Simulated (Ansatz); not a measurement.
**Ni₃Si: energy along a strain**

Ni₃Si, Pm-3m, a = 3.461 Å. The structure is a COD entry; whether it is the stable form wasn't checked. Ansatz: PBEsol, PAW, 420 eV, Γ-centred 14×14×14 mesh on 4 atoms, Gaussian smearing 0.15 eV; no spin polarisation. Cell vectors (Å): 3.461 0.000 0.000; 0.000 3.461 0.000; 0.000 0.000 3.461. The cell is strained by x per cent times the pattern (0 1 0 0 0 0) in the order xx yy zz yz xz xy (engineering shears), with fractional coordinates held. y is the free energy over the start, V0 = 10.367 Å³/atom. Points with a strain past 8.5 % were computed too (3) and aren't used here.

| x (%) | y (meV/atom) |
| --- | --- |
| -7.50 | ? |
| -5.00 | 31.28 |
| -2.50 | 7.49 |
| 0.00 | 0.00 |
| 2.50 | 6.98 |
| 5.00 | 26.71 |
| 7.50 | 57.57 |

Task: Fit y = c2 x² + c3 x³ to the other rows, get the stiffness along the pattern, and predict the missing energy.

Result: Least squares on the rows shown. y = 1.1598 x² − 0.018194 x³. The clamped-ion stiffness p·C·p = 2 × 11.60 eV × 160.2 / 10.367 Å³ = 358 GPa, which is C22 in these axes (C11 of the cubic crystal). At x = -7.50 the fit asked for gives 72.91 meV/atom. The run gave 73.30 meV/atom, so the fit is 0.39 meV/atom too low, 0.53 % of the span of the series, against an rms of 0.02 meV/atom on the fitted rows. The row lies outside the fitted range. With a term in x⁴ added, a fit to the same known rows predicts 72.98 meV/atom, no real gain.

Cost: 10 runs of about 3.3 core-minutes in all, on Intel Xeon Platinum 8259CL (Skylake/Cascade Lake) (shared hosts).